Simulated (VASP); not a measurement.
ZrN:

```xyz
2
Lattice="0.0000 2.3000 2.3000 2.3000 0.0000 2.3000 2.3000 2.3000 0.0000" Properties=species:S:1:pos:R:3 pbc="T T T"
Zr    2.3000    2.3000    2.3000
N     0.0000    0.0000    0.0000
```

| Quantity | Value |
| --- | --- |
| Program | VASP 6.6.1 |
| Task | relaxation of cell and atoms |
| Functional | BLYP |
| Potentials or basis | VASP PAW PBE potentials, release 64 (Zr_sv, N) |
| Cutoff | 600 eV |
| k mesh | 10 × 10 × 10 |
| Occupations | fermi-dirac, width 0.05 eV |
| Spin | no spin polarisation |

At the start: pressure 8.0 GPa; volume 12.17 Å³/atom.

Where does the relaxation end?

Over 3 steps the energy falls by 9.7 meV/atom and the volume is 12.57 Å³/atom (+3.3 %); space group Fm-3m (No. 225, to 0.05 Å).

Step by step:
```csv
step,energy change (eV),largest force (eV/Å),pressure (GPa),volume (Å³)
1,0.0000,0.0000,7.98,24.33
2,0.0309,0.0000,-11.00,26.53
3,-0.0194,0.0000,-0.10,25.15
```

Final structure:
```
Zr N
1.0
     0.00000    2.32536    2.32536
     2.32536    0.00000    2.32536
     2.32536    2.32536    0.00000
Zr N
1 1
Direct
  0.50000 0.50000 0.50000
  0.00000 0.00000 0.00000
```

Caveat: the PAW data sets were made with another functional, which shifts forces and pressure a little.
